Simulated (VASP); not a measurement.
# B (R-3m) in VASP: notebook

One crystal, B, is run at these levels: PBEsol, r2SCAN; tasks: single point.

Program: VASP 6.6.1. These are calculated values, not measurements. Logs are shortened: lines on timing, memory, paths and dates and some standing lists are left out, and cuts for length are marked.

### Step 1. The structure

Symmetry: R-3m, No. 166, trigonal system. The conventional cell has a = 4.878 Å, b = 4.878 Å, c = 12.505 Å, α = 90.00°, β = 90.00°, γ = 120.00°. Around B (site symmetry m) lie 6 B at 1.67 to 1.79 Å. B (site symmetry m) has 7 B at 1.78 to 1.99 Å as nearest neighbours.

### Step 2. Single point, PBEsol

Contents of INCAR:

```
ALGO = Fast ; EDIFF = 1E-6
ENCUT = 520 ; GGA = PS
ISIF = 2 ; ISMEAR = 0
LASPH = True ; LCHARG = False
LREAL = False ; LWAVE = False
NELM = 80 ; PREC = Accurate
SIGMA = 0.5
```

Contents of KPOINTS:

```
k-points
0
Gamma
  6 6 6
```

Contents of POSCAR:

```
B
1.0
    2.4390200000      1.4081700000      4.1682800000
   -2.4390200000      1.4081700000      4.1682800000
    0.0000000000     -2.8163400000      4.1682800000
B
12
Direct
    0.0106300000      0.6537400000      0.0106300000
    0.0106300000      0.0106300000      0.6537400000
    0.6537400000      0.0106300000      0.0106300000
    0.3462600000      0.9893700000      0.9893700000
    0.9893700000      0.3462600000      0.9893700000
    0.9893700000      0.9893700000      0.3462600000
    0.2217000000      0.6296600000      0.2217000000
    0.2217000000      0.2217000000      0.6296700000
    0.6296600000      0.2217000000      0.2217000000
    0.3703400000      0.7783000000      0.7783000000
    0.7783000000      0.3703400000      0.7783000000
    0.7783000000      0.7783000000      0.3703300000
```

Potentials or basis: VASP PAW PBE potentials, release 64 (B).

Started as:

```bash
cat potpaw_PBE.64/B/POTCAR > POTCAR
mpirun -np 1 vasp_std > vasp.out
```

OUTCAR:

```text
EDIFF = 1E-6
   ENCUT = 520
   GGA = PS
   ISIF = 2
   ISMEAR = 0
   LASPH = True
   LREAL = False
   NELM = 80
   PREC = Accurate

 ion  position               nearest neighbor table
   1  0.011  0.654  0.011-   5 1.67   3 1.74   2 1.74   7 1.79  12 1.79  10 1.79
   2  0.011  0.011  0.654-   6 1.67   3 1.74   1 1.74   8 1.79  10 1.79  11 1.79
   3  0.654  0.011  0.011-   4 1.67   1 1.74   2 1.74   9 1.79  12 1.79  11 1.79
   4  0.346  0.989  0.989-   3 1.67   5 1.74   6 1.74  10 1.79   8 1.79   7 1.79
   5  0.989  0.346  0.989-   1 1.67   4 1.74   6 1.74  11 1.79   8 1.79   9 1.79
   6  0.989  0.989  0.346-   2 1.67   4 1.74   5 1.74  12 1.79   9 1.79   7 1.79
   7  0.222  0.630  0.222-  10 1.78  12 1.78   1 1.79   6 1.79   4 1.79   9 1.99   8 1.99
   8  0.222  0.222  0.630-  10 1.78  11 1.78   2 1.79   4 1.79   5 1.79   7 1.99   9 1.99
   9  0.630  0.222  0.222-  11 1.78  12 1.78   3 1.79   6 1.79   5 1.79   7 1.99   8 1.99
  10  0.370  0.778  0.778-   7 1.78   8 1.78   4 1.79   2 1.79   1 1.79  11 1.99  12 1.99
  11  0.778  0.370  0.778-   9 1.78   8 1.78   5 1.79   2 1.79   3 1.79  10 1.99  12 1.99
  12  0.778  0.778  0.370-   7 1.78   9 1.78   6 1.79   3 1.79   1 1.79  10 1.99  11 1.99

  LATTYP: Found a trigonal (rhomboedric) cell.
 ALAT       =     5.0305386856
 COS(alpha) =     0.5298546125

  Lattice vectors:

 A1 = (   2.4390200000,   1.4081700000,   4.1682800000)
 A2 = (  -2.4390200000,   1.4081700000,   4.1682800000)
 A3 = (   0.0000000000,  -2.8163400000,   4.1682800000)

Analysis of symmetry for initial positions (statically):
=====================================================================
 Subroutine PRICEL returns:
 Original cell was already a primitive cell.

 Routine SETGRP: Setting up the symmetry group for a
 trigonal (rhombohedral) supercell.

 Subroutine GETGRP returns: Found  4 space group operations
 (whereof  4 operations were pure point group operations)
 out of a pool of 12 trial point group operations.

The static configuration has the point symmetry C_2h.

Analysis of symmetry for dynamics (positions and initial velocities):
=====================================================================
 Subroutine PRICEL returns:
 Original cell was already a primitive cell.

 Routine SETGRP: Setting up the symmetry group for a
 trigonal (rhombohedral) supercell.

 Subroutine GETGRP returns: Found  4 space group operations
 (whereof  4 operations were pure point group operations)
 out of a pool of 12 trial point group operations.

The dynamic configuration has the point symmetry C_2h.

 Subroutine INISYM returns: Found  4 space group operations
 (whereof  4 operations are pure point group operations),
 and found     1 'primitive' translations

----------------------------------------------------------------------------------------

                                     Primitive cell

  volume of cell :      85.8971

  direct lattice vectors                    reciprocal lattice vectors
     2.439020000  1.408170000  4.168280000     0.205000369  0.118356922  0.079969036
    -2.439020000  1.408170000  4.168280000    -0.205000369  0.118356922  0.079969036
     0.000000000 -2.816340000  4.168280000     0.000000000 -0.236713844  0.079969036

  length of vectors
     5.030538686  5.030538686  5.030539648     0.249857077  0.249857077  0.249856940

  position of ions in fractional coordinates (direct lattice)
     0.010630000  0.653740000  0.010630000
     0.010630000  0.010630000  0.653740000
     0.653740000  0.010630000  0.010630000
     0.346260000  0.989370000  0.989370000
     0.989370000  0.346260000  0.989370000
     0.989370000  0.989370000  0.346260000
     0.221700000  0.629660000  0.221700000
     0.221700000  0.221700000  0.629670000
     0.629660000  0.221700000  0.221700000
     0.370340000  0.778300000  0.778300000
     0.778300000  0.370340000  0.778300000
     0.778300000  0.778300000  0.370330000

  ion indices of the primitive-cell ions
   primitive index   ion index
                 1           1
                 2           2
                 3           3
                 4           4
                 5           5
                 6           6
                 7           7
                 8           8
                 9           9
                10          10
                11          11
                12          12

----------------------------------------------------------------------------------------

 KPOINTS: k-points

Automatic generation of k-mesh.
 Grid dimensions read from file:
 generate k-points for:    6    6    6

 Generating k-lattice:

  Cartesian coordinates                     Fractional coordinates (reciprocal lattice)
     0.034166728  0.019726154  0.013328173     0.166666667  0.000000000  0.000000000
    -0.034166728  0.019726154  0.013328173     0.000000000  0.166666667  0.000000000
     0.000000000 -0.039452307  0.013328173     0.000000000  0.000000000  0.166666667

  Length of vectors
     0.041642846  0.041642846  0.041642823

  Shift w.r.t. Gamma in fractional coordinates (k-lattice)
     0.000000000  0.000000000  0.000000000

 Subroutine IBZKPT returns following result:
 ===========================================

 Found     68 irreducible k-points:

 Following reciprocal coordinates:
            Coordinates               Weight
  0.000000  0.000000  0.000000      1.000000
  0.166667  0.000000  0.000000      4.000000
  0.000000  0.000000  0.166667      2.000000
  0.333333  0.000000  0.000000      4.000000
  0.000000  0.000000  0.333333      2.000000
  0.500000  0.000000  0.000000      2.000000
[... 16 lines left out ...]
  0.500000  0.333333  0.000000      4.000000
  0.500000  0.000000 -0.333333      4.000000
 [... further k-points ...]
   k-points           NKPTS =     68   k-points in BZ     NKDIM =     68   number of bands    NBANDS=     25
   number of dos      NEDOS =    301   number of ions     NIONS =     12
   total plane-waves  NPLWV =  64000
   dimension x,y,z NGX =    40 NGY =   40 NGZ =   40
   dimension x,y,z NGXF=    80 NGYF=   80 NGZF=   80
   ions per type =              12
   NGX,Y,Z   is equivalent  to a cutoff of  13.22, 13.22, 13.22 a.u.
   NGXF,Y,Z  is equivalent  to a cutoff of  26.44, 26.44, 26.44 a.u.
 SYSTEM =  unknown system
   PREC   = accura    normal or accurate (medium, high low for compatibility)
   ISTART =      0    job   : 0-new  1-cont  2-samecut
   ICHARG =      2    charge: 1-file 2-atom 10-const
   ISPIN  =      1    spin polarized calculation?
   LNONCOLLINEAR =      F non collinear calculations
   LSORBIT =      F    spin-orbit coupling
   LASPH  =      T    aspherical Exc in radial PAW
   ENCUT  =  520.0 eV  38.22 Ry    6.18 a.u.   9.35  9.35  9.35*2*pi/ulx,y,z
   NELM   =     80;   NELMIN=  2; NELMDL= -5     # of ELM steps
   EDIFF  = 0.1E-05   stopping-criterion for ELM
   LREAL  =      F    real-space projection
   EDIFFG = 0.1E-04   stopping-criterion for IOM
   NSW    =      0    number of steps for IOM
   IBRION =     -1    ionic relax: 0-MD 1-quasi-New 2-CG
   NFREE  =      0    steps in history (QN), initial steepest desc. (CG)
   ISIF   =      2    stress and relaxation
   ISYM   =      2    0-nonsym 1-usesym 2-fastsym
   POTIM  = 0.5000    time-step for ionic-motion
   TEBEG  =    0.0;   TEEND  =   0.0 temperature during run
   PSTRESS=    0.0 pullay stress
   NELECT =      36.0000    total number of electrons
   NUPDOWN=      -1.0000    fix difference up-down
   EMIN   =  10.00;   EMAX   =-10.00  energy-range for DOS
   EFERMI =   0.00;   METHOD = LEGACY
   ISMEAR =     0;   SIGMA  =   0.50  broadening in eV -4-tet -1-fermi 0-gaus
   EFERMI_NEDOS =   21; number of points for ismear=-14 and -15
   IALGO  =     68    algorithm
   IMIX   =      4    mixing-type and parameters
     AMIX     =   0.40;   BMIX     =  1.00
     AMIX_MAG =   1.60;   BMIX_MAG =  1.00
  volume/ion in A,a.u.               =       7.16        48.31
  Fermi-wavevector in a.u.,A,eV,Ry     =   1.225132  2.315163 20.421635  1.500948
  Thomas-Fermi vector in A             =   2.360181
   LORBIT       =      0    0 simple, 1 ext, 2 COOP (PROOUT), +10 PAW based schemes
   GGA     = PS    functional components
   LHFCALC =     F    Hartree Fock is set to
   AEXX    =    0.0000 exact exchange contribution
   IVDW    =     0    specifies the selected vdW correction
   LEPSILON=     F    determine dielectric tensor
   LRPA    =     F    only Hartree local field effects (RPA)
 non-spin polarized calculation
 RMM-DIIS sequential band-by-band and
 Gauss-broadening in eV      SIGMA  =   0.50
  energy-cutoff  :      520.00
  volume of cell :       85.90
 maximum number of plane-waves:      2331
 NGX is ok and might be reduce to    40
   NGX = 19   NGY = 19   NGZ = 19

 number of electron      36.0000000 magnetization

 Free energy of the ion-electron system (eV)
  ---------------------------------------------------
  ext. energy  EPLUGINS =         0.00000000
  ---------------------------------------------------
  free energy    TOTEN  =       -84.47311581 eV

  energy without entropy =      -84.46979813  energy(sigma->0) =      -84.47145697

 E-fermi :   6.5645     XC(G=0): -11.7138

 val. band max:        6.0483239384   @ k =   0.5000   0.5000   0.5000
 cond. band min:       7.3705463942   @ k =   0.0000   0.0000   0.0000
 fundamental gap:      1.3222224558
 Fermi energy:         6.5644604786

 k-point     1 :       0.0000    0.0000    0.0000
  band No.  band energies     occupation
      1     -10.2866      2.00000
      2      -4.4720      2.00000
      3      -4.2139      2.00000
      4      -4.2139      2.00000
      5      -3.2590      2.00000
      6      -2.5669      2.00000
[... 17 lines left out ...]
     24      12.3452      0.00000
     25      13.8721      0.00000
[... 621 lines left out ...]
      3      -6.0658      2.00000
      4      -5.3239      2.00000
      5      -3.1929      2.00000
      6      -2.8877      2.00000
[... 17 lines left out ...]
     24      11.3073      0.00000
     25      11.7511      0.00000

 [... further k-points ...]
[... 5 lines left out ...]
  --------------------------------------------------------------------------------------
  -------------------------------------------------------------------------------------
  Total        0.0077254      0.0082991      0.0223248      0.0000000     -0.0009218      0.0000000
  in kB        0.1440967      0.1547969      0.4164089      0.0000000     -0.0171934      0.0000000
  external PRESSURE =       0.2384342 kB  Pullay stress =       0.0000000 kB

 VOLUME and BASIS-vectors are now :
 -----------------------------------------------------------------------------
  energy-cutoff  :      520.00
  volume of cell :       85.90
      direct lattice vectors                 reciprocal lattice vectors
     2.439020000  1.408170000  4.168280000     0.205000369  0.118356922  0.079969036
    -2.439020000  1.408170000  4.168280000    -0.205000369  0.118356922  0.079969036
     0.000000000 -2.816340000  4.168280000     0.000000000 -0.236713844  0.079969036

 POSITION                                       TOTAL-FORCE (eV/Angst)
 -----------------------------------------------------------------------------------
     -1.56856      0.90561      2.81359         0.000668     -0.000225      0.001639
      0.00000     -1.81122      2.81359        -0.000000      0.000705      0.001891
      1.56856      0.90561      2.81359        -0.000668     -0.000225      0.001639
     -1.56856     -0.90561      9.69125         0.000668      0.000225     -0.001639
      1.56856     -0.90561      9.69125        -0.000668      0.000225     -0.001639
      0.00000      1.81122      9.69125        -0.000000     -0.000705     -0.001891
     -0.99502      0.57448      4.47281         0.001120     -0.000672     -0.003071
      0.00000     -1.14898      4.47286        -0.000000      0.001818     -0.003780
      0.99502      0.57448      4.47281        -0.001120     -0.000672     -0.003071
     -0.99502     -0.57448      8.03203         0.001120      0.000672      0.003071
      0.99502     -0.57448      8.03203        -0.001120      0.000672      0.003071
      0.00000      1.14898      8.03198        -0.000000     -0.001818      0.003780
 -----------------------------------------------------------------------------------
    total drift:                               -0.000000      0.000000     -0.000000

  FREE ENERGIE OF THE ION-ELECTRON SYSTEM (eV)
  ---------------------------------------------------
  free  energy   TOTEN  =       -84.4731158134 eV

  energy  without entropy=      -84.4697981261  energy(sigma->0) =      -84.47145697
```

Wall time 84 s (1 thread of Intel Xeon 6975P-C (Granite Rapids), shared host); peak memory 0.28 GiB.

Results:

| Item | Value |
| --- | --- |
| Free energy | -84.4731 eV |
| Pressure | 0.0 GPa |
| Largest force | 0.004 eV/Å |
| Band gap on the k mesh | 1.32 eV, indirect (least direct gap 1.68 eV) |

Forces on the atoms (eV/Å):
```
B    0.001  0.000  0.002
B    0.000  0.001  0.002
B   -0.001  0.000  0.002
B    0.001  0.000 -0.002
B   -0.001  0.000 -0.002
B    0.000 -0.001 -0.002
B    0.001 -0.001 -0.003
B    0.000  0.002 -0.004
B   -0.001 -0.001 -0.003
B    0.001  0.001  0.003
B   -0.001  0.001  0.003
B    0.000 -0.002  0.004
```

Caveat: the PAW data sets were made with another functional, which shifts forces and pressure a little. A hybrid or GW would open this gap; PBEsol tends to underestimate it.

### Step 3. Single point, PBEsol

Contents of INCAR:

```
ALGO = Fast ; EDIFF = 1E-6
ENCUT = 900 ; GGA = PS
ISIF = 2 ; ISMEAR = 0
LASPH = True ; LCHARG = False
LREAL = False ; LWAVE = False
NELM = 80 ; PREC = Accurate
SIGMA = 0.02
```

KPOINTS is that of step 2.

POSCAR is that of step 2.

Potentials or basis: VASP PAW PBE potentials, release 64 (B_h).

Started as:

```bash
cat potpaw_PBE.64/B_h/POTCAR > POTCAR
mpirun -np 1 vasp_std > vasp.out
```

Wall time 3.7 min (1 thread of Intel Xeon 6975P-C (Granite Rapids), shared host); peak memory 0.46 GiB.

It converged, with:

* Free energy: -84.5327 eV
* Pressure: -0.3 GPa
* Largest force: 0.028 eV/Å
* Band gap on the k mesh: 1.32 eV, indirect (least direct gap 1.68 eV)

Forces in eV/Å, atoms in the order of the input:
```
B   -0.012  0.007  0.018
B    0.000 -0.014  0.018
B    0.012  0.007  0.018
B   -0.012 -0.007 -0.018
B    0.012 -0.007 -0.018
B    0.000  0.014 -0.018
B   -0.023  0.013 -0.009
B    0.000 -0.026 -0.010
B    0.023  0.013 -0.009
B   -0.023 -0.013  0.009
B    0.023 -0.013  0.009
B    0.000  0.026  0.010
```

Levels at points of the mesh, in eV from the valence-band top:
| k point | band 15 | band 16 | band 17 | band 18 | band 19 | band 20 | band 21 | band 22 |
| --- | --- | --- | --- | --- | --- | --- | --- | --- |
| (0.00, 0.00, 0.00) | -1.49 | -0.87 | -0.87 | -0.36 | 1.32 | 4.53 | 4.53 | 4.68 |
| (0.50, 0.00, 0.00) | -2.81 | -1.97 | -1.76 | -0.61 | 1.86 | 3.18 | 3.54 | 4.85 |
| (0.00, 0.00, 0.50) | -2.81 | -1.97 | -1.76 | -0.61 | 1.86 | 3.18 | 3.54 | 4.85 |
| (0.50, 0.50, 0.00) | -3.06 | -2.64 | -2.17 | -1.95 | 1.38 | 2.56 | 2.78 | 3.43 |
| (0.50, 0.00, 0.50) | -3.06 | -2.64 | -2.17 | -1.95 | 1.38 | 2.56 | 2.78 | 3.43 |
| (0.50, 0.50, 0.50) | -3.11 | -1.96 | -1.96 | 0.00 | 2.49 | 2.72 | 2.72 | 4.93 |

Caveat: the PAW data sets were made with another functional, which shifts forces and pressure a little.

### Step 4. Single point, r2SCAN

Contents of INCAR:

```
ALGO = Normal ; EDIFF = 1E-6
ENCUT = 520 ; ISIF = 2
ISMEAR = 0 ; LASPH = True
LCHARG = False ; LMIXTAU = True
LREAL = False ; LWAVE = False
METAGGA = R2SCAN ; NELM = 80
PREC = Accurate ; SIGMA = 0.02
```

KPOINTS is that of step 3.

POSCAR is that of step 3.

Potentials or basis: VASP PAW PBE potentials, release 64 (B).

Started as:

```bash
cat potpaw_PBE.64/B/POTCAR > POTCAR
mpirun -np 1 vasp_std > vasp.out
```

Wall time 5.2 min (1 thread of Intel Xeon 6975P-C (Granite Rapids), shared host); peak memory 0.3 GiB.

The run converged. Its results:

| Quantity | Value |
| --- | --- |
| Free energy | -88.1170 eV |
| Pressure | 1.6 GPa |
| Largest force | 0.168 eV/Å |
| Band gap on the k mesh | 1.50 eV, indirect (least direct gap 1.88 eV) |

Forces in eV/Å, atoms in the order of the input:
```
B   -0.029  0.017 -0.077
B    0.000 -0.033 -0.077
B    0.029  0.017 -0.077
B   -0.029 -0.017  0.077
B    0.029 -0.017  0.077
B    0.000  0.033  0.077
B   -0.144  0.083 -0.025
B    0.000 -0.166 -0.026
B    0.144  0.083 -0.025
B   -0.144 -0.083  0.025
B    0.144 -0.083  0.025
B    0.000  0.166  0.026
```

Stress tensor (GPa, compression positive):
```
1.89 0.00 0.00
0.00 1.89 0.00
0.00 0.00 0.94
```

Levels at points of the mesh, in eV from the valence-band top:
```
           k point  band 15  band 16  band 17  band 18  band 19  band 20  band 21  band 22
(0.00, 0.00, 0.00)    -1.56    -1.01    -1.01    -0.39     1.51     4.87     4.87     5.01
(0.50, 0.00, 0.00)    -2.95    -2.14    -1.86    -0.75     2.05     3.36     3.84     5.15
(0.00, 0.00, 0.50)    -2.95    -2.14    -1.86    -0.75     2.05     3.35     3.84     5.15
(0.50, 0.50, 0.00)    -3.22    -2.87    -2.29    -2.15     1.50     2.79     2.95     3.68
(0.50, 0.00, 0.50)    -3.22    -2.87    -2.29    -2.15     1.50     2.79     2.95     3.68
(0.50, 0.50, 0.50)    -3.25    -2.05    -2.05     0.00     2.67     2.90     2.90     5.28
```

Caveat: the PAW data sets were made with another functional, which shifts forces and pressure a little.

### Step 5. Overview

```tsv
level	potentials or basis	cutoff (eV)	smearing	further INCAR settings	gap on the mesh (eV)	pressure (GPa)	largest force (eV/Å)
PBEsol	VASP PAW PBE potentials, release 64 (B)	520	gaussian 0.5 eV	ALGO = Fast; EDIFF = 1e-06	1.32	0.0	-
PBEsol	VASP PAW PBE potentials, release 64 (B_h)	900	gaussian 0.02 eV	ALGO = Fast; EDIFF = 1e-06	1.32	-0.3	0.03
r2SCAN	VASP PAW PBE potentials, release 64 (B)	520	gaussian 0.02 eV	ALGO = Normal; EDIFF = 1e-06	1.50	1.6	0.17
```

Alike in all rows: task single point; no spin polarisation; cell as given; k mesh 6 × 6 × 6.

Caveats: the PAW data sets were made with another functional, which shifts forces and pressure a little.

Total energies depend on the potentials used, so only differences within one code and one set of settings carry meaning.
